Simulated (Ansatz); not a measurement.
# Bi (Im-3m) in Ansatz: notebook

The runs below take Bi through single point, relaxation of cell and atoms, with PBE, PBE+D3(BJ).

Everything below comes from runs of Ansatz 0.2.0. Logs are shortened: lines on timing, memory, paths and dates and some standing lists are left out, and cuts for length are marked.

### 1 Starting point

Symmetry: Im-3m, No. 229, cubic system. The conventional cell has a = 3.963 Å, b = 3.963 Å, c = 3.963 Å, α = 90.00°, β = 90.00°, γ = 90.00°. Bi (site symmetry m-3m) has 8 Bi at 3.43 Å as nearest neighbours.

This isn't the form of Bi at room conditions, which is rhombohedral.

### 2 Single point, PBE

Contents of input.yaml:

```yaml
crystal:
  lattice:
    - [-1.9814305318, 1.9814305318, 1.9814305318]
    - [1.9814305318, -1.9814305318, 1.9814305318]
    - [1.9814305318, 1.9814305318, -1.9814305318]
  atoms:
    - { symbol: Bi, position: [0.0, 0.0, 0.0] }
hamiltonian:
  xc: pbe
  pseudopotentials: { kind: paw }
kpoints:
  mp_grid: { grid: [9, 9, 9] }
scf:
  occupations: { method: gaussian, width: 0.025 }
output:
  forces: true
  stress: true
  eigenvalues: true
  write_density: true
  write_potential: true
  elf: true
  volumetric_format: npy
```

Potentials or basis: Ansatz PAW.

Run with:

```console
$ ansatz run input.yaml --threads 2 --pin off --max-ram 5632MiB --backend cpu --events-out ev --progress --plain --runs-dir out
```

Log:

```text
Warning: RAYON_NUM_THREADS=2 ignored (pool sized by the plan → 2); use --threads N
Engine: ansatz 0.2.0, x86_64-unknown-linux-gnu
Pseudopotentials: kind: paw
Pseudopotential: Bi, paw, valence charge 15, recommended cutoff 420 eV (normal), Bi.paw.azcp
Functional definition: PBE
  parameter kappa = 0.804
  parameter beta = 0.06672455060314922
  exchange = pbe_x(kappa = kappa, mu = beta*pi^2/3)
  correlation = pbe_c(beta = beta)
Crystal: 1 atoms, lattice volume = 31.117 Å³
Basis set: ecut = 420 eV, 603 PW (Γ), exchange–correlation on 48×48×48 points (8 copies of the dense FFT grid, shifted against one another)
Bands: 12, of which v1, the nominal top of the filled ones, is band 8 counted from 1 (7 counted from 0)
Symmetry: 48 space group operations
Space group: Im-3m (ITA 229), of the structure as read, at distance tolerance 3.1e-5 Å
k-points: 35 of 729
Non-local potential: Bi, projectors of the file, l = 0: 2, l = 1: 2, l = 2: 2, l = 3: 2
PAW form: soft (Blöchl's): semilocal exchange-correlation on the pseudo side does not see the compensation charge
PAW one-centre angular grid: Bi, 590 points (default); XC on 64 Gauss nodes
Initial density: superposition of atomic densities (neutral atoms: chi_scale 0, normalization atom), corrected by the library's trained network
Initial wavefunctions: pseudopotential atomic-orbital guess
Functional: x = pbe(κ = 0.804, μ = 0.2195149727645171), c = pbe(β = 0.06672455060314922)
SCF iter   1: F=—  HF=-12396.431006 eV  |F-HF|=—  |Δ(HF+E_count)|=         —  Δρ=8.23e-4  dr2=1.79e-4  ethr=1.77e-3  ⟨swp⟩=6.1  Hψ=2539  notcnv=0
preconditioner: auto → none  [insulator: Δε(μ)=0.031 eV  Ē_g=24.172 eV  σ=0.025 eV  W_gap=0.57  n_scr=12 (ndim 8)  ℏωp=25.8 eV  f_vac=0.000  D(μ)=1.66/eV (n_scr^D=12)  ε∞_Penn≈2.1]
SCF iter   2: F=—  HF=-12396.430488 eV  |F-HF|=—  |Δ(HF+E_count)|=   5.18e-4  Δρ=4.51e-4  dr2=2.75e-5  ethr=1.20e-6  ⟨swp⟩=2.7  Hψ=1104  notcnv=0  defer=13
SCF iter   3: F=—  HF=-12396.430514 eV  |F-HF|=—  |Δ(HF+E_count)|=   2.63e-5  Δρ=2.26e-4  dr2=6.00e-6  ethr=1.84e-7  ⟨swp⟩=2.8  Hψ=710  notcnv=0  defer=13
SCF iter   4: F=—  HF=-12396.430525 eV  |F-HF|=—  |Δ(HF+E_count)|=   1.09e-5  Δρ=4.28e-5  dr2=3.71e-7  ethr=4.00e-8  ⟨swp⟩=2.3  Hψ=626  notcnv=0  defer=13
iter 5 did not close the SCF: its close was put off for the readings that it lacked (scf_convergence_deferred on its scf_iter line)
SCF iter   5: F=-12396.430525 eV  HF=-12396.430525 eV  |F-HF|=3.34e-8  |Δ(HF+E_count)|=   1.89e-7  Δρ=1.32e-5  dr2=3.28e-8  ethr=2.47e-9  ⟨swp⟩=2.1  Hψ=613  notcnv=0  defer=13
SCF iter   6: F=-12396.430525 eV  HF=-12396.430525 eV  |F-HF|=8.02e-10  |Δ(HF+E_count)|=   1.77e-8  Δρ=2.11e-6  dr2=7.60e-10  ethr=2.19e-10  ⟨swp⟩=8.5  Hψ=2626  notcnv=0
SCF 1 converged in 6 iterations: F = -12396.430525 eV  dr2 = 7.60e-10
SCF converged after 6 iterations
Free energy (F): -12396.430525 eV
Harris-Foulkes:  -12396.430525 eV  (|F-HF|=8.02e-10)
Internal energy: -12396.430005 eV  (E = F + TS)
E sigma→0 (E₀):  -12396.430265 eV
Entropy (-TS):   -0.000519 eV (-0.519 meV/atom)
Fermi energy:    11.770722 eV
--- Per-component energies (eV) ---
  E_band       = -82.071667
  E_kinetic    = 302.057129
  E_local      = -1398.873787  (includes V_loc(G=0)·N_el)
  E_nonlocal   = 559.896567
  E_hartree    = 442.603101
  E_xc         = -151.421644
  E_vxc        = -144.411874  (∫ρ·V_xc dr)
  E_paw        = -10663.025093  (= ΣΔE_a)
  E_vpaw       = -285.944485  (= ΣTr[D̂ρ^β])
  E_aug_tail   = -0.000435  (compensation charges beyond the density's cutoff)
  E_ewald      = -1487.665842
  E_smearing   = -0.000519  (= −TS)
  E_closure    = 0.000000  (closes the sum)
  Σ components = -12396.430525   (vs F -12396.430525, Δ=0.00e0)
--- Forces (eV/Å), atoms counted from 1 ---
  atom   1  Bi    -0.00000000     0.00000000     0.00000000
  max |Σ_I F_I| component: 2.63e-31 eV/Å
--- Stress (GPa, compression-positive) ---
        0.842799       0.000000       0.000000
        0.000000       0.842799       0.000000
       -0.000000       0.000000       0.842799
  P = ⅓ Tr σ = 0.8428 GPa (8.428 kbar)
--- Band table (eV; the first three rows and the last of 35) ---
  k-point 0: bands = ["-11.2891", "-11.2891", "-11.2891", "-11.1607", "-11.1607", "-1.7573", "16.8757", "16.8757", "16.8757", "20.9043", "22.2123", "22.2123"]
  k-point 1: bands = ["-11.2938", "-11.2812", "-11.2649", "-11.1660", "-11.1616", "-1.5325", "14.8667", "16.2332", "16.6738", "20.5548", "21.3040", "21.9603"]
  k-point 2: bands = ["-11.3055", "-11.2654", "-11.2029", "-11.1761", "-11.1639", "-0.8746", "11.7460", "15.0176", "16.1544", "19.1109", "20.3295", "22.1233"]
  k-point 34: bands = ["-11.2957", "-11.2913", "-11.1042", "-11.1042", "-11.1026", "3.2089", "9.7766", "10.0861", "10.0861", "15.3719", "15.9859", "26.7625"]
```

Run time: 0.64 s. Hardware: 2 threads of Intel Xeon Platinum 8375C at 2.90GHz (Ice Lake), shared host; peak memory 0.34 GiB.

What came out:

```
Free energy            : -12396.4305 eV
Pressure               : 0.8 GPa
Band gap on the k mesh : none (metal or under the smearing width)
```

Caveat: spin-orbit coupling is left out, which moves the levels of the heavy elements.

### 3 Single point, PBE

Changes to input.yaml since step 2:

```diff
@@ -13,3 +13,3 @@
 scf:
-  occupations: { method: gaussian, width: 0.025 }
+  occupations: { method: gaussian, width: 0.026 }
 output:
```

Potentials or basis: Ansatz PAW.

Run with:

```console
$ ansatz run input.yaml --threads 2 --pin off --max-ram 5632MiB --backend cpu --events-out ev --progress --plain --runs-dir out
```

Run time: 0.61 s. Hardware: 2 threads of Intel Xeon Platinum 8375C at 2.90GHz (Ice Lake), shared host; peak memory 0.34 GiB.

Results (log left out):

```yaml
Free_energy: -12396.4305 eV
Pressure: 0.8 GPa
Band_gap_on_the_k_mesh: none (metal or under the smearing width)
```

Levels at points of the mesh, in eV from the Fermi level:
```csv
k point,band 5,band 6,band 7,band 8,band 9,band 10
"(0.00, 0.00, 0.00)",-22.93,-13.53,5.11,5.11,5.11,9.13
```

Caveat: spin-orbit coupling is left out, which moves the levels of the heavy elements.

### 4 Relaxation of cell and atoms, PBE+D3(BJ)

Contents of input.yaml:

```yaml
crystal:
  lattice:
    - [-1.9814305318, 1.9814305318, 1.9814305318]
    - [1.9814305318, -1.9814305318, 1.9814305318]
    - [1.9814305318, 1.9814305318, -1.9814305318]
  atoms:
    - { symbol: Bi, position: [0.0, 0.0, 0.0] }
hamiltonian:
  xc: pbe
  pseudopotentials: { kind: paw }
  dispersion: d3bj
kpoints:
  mp_grid: { grid: [9, 9, 9] }
scf:
  occupations: { method: fermi_dirac, width: 0.05 }
output:
  forces: true
  stress: true
relax:
  f_tol: 0.01
  max_steps: 40
  cell: { stress_tol: 0.05 }
```

Run with:

```console
$ ansatz run input.yaml --threads 2 --pin off --max-ram 5632MiB --backend cpu --events-out ev --progress --plain --runs-dir out
```

Run time: 1.5 s. Hardware: 2 threads of Intel Xeon Platinum 8375C at 2.90GHz (Ice Lake), shared host; peak memory 0.36 GiB.

The run converged. Its results:

| Property | Result |
| --- | --- |
| Free energy | -12396.9452 eV |
| Relaxed volume | 30.18 Å³/atom |
| Relaxed cell | a = 3.397 Å, b = 3.397 Å, c = 3.397 Å, α = 109.47°, β = 109.47°, γ = 109.47° |
| Space group after relaxing (to 0.05 Å) | Im-3m (No. 229) |
| Energy gained by relaxing | 5.2 meV/atom |
| Ionic steps | 4 |
| Pressure after relaxing | 0.0 GPa |

Step by step:
| step | energy change (eV) | largest force (eV/Å) | volume (Å³) |
| --- | --- | --- | --- |
| 1 | 0.0000 | 0.0000 | 31.12 |
| 2 | -0.0051 | 0.0000 | 29.93 |
| 3 | -0.0054 | 0.0000 | 30.18 |
| 4 | -0.0052 | 0.0000 | 30.18 |

Final structure:
```
CELL_PARAMETERS angstrom
-1.96129 1.96129 1.96129
1.96129 -1.96129 1.96129
1.96129 1.96129 -1.96129
ATOMIC_POSITIONS crystal
Bi 0.00000 0.00000 0.00000
```

Caveat: the plane-wave basis is chosen anew once the cell has moved, so the energies of steps on either side of that aren't comparable; spin-orbit coupling is left out, which moves the levels of the heavy elements.

### 5 Overview

```tsv
task	level	cell	smearing	gap on the mesh (eV)	pressure (GPa)
single point	PBE	as given	gaussian 0.025 eV	none	0.8
single point	PBE	as given	gaussian 0.026 eV	none	0.8
relaxation of cell and atoms	PBE+D3(BJ)	relaxed	fermi-dirac 0.05 eV	-	0.0
```

Alike in all rows: potentials or basis Ansatz PAW; no spin polarisation; k mesh 9 × 9 × 9; cutoff (eV) 420.

Caveats: spin-orbit coupling is left out, which moves the levels of the heavy elements; the plane-wave basis is chosen anew once the cell has moved, so the energies of steps on either side of that aren't comparable (some runs).

Absolute energies hang on the potentials; compare differences alone.
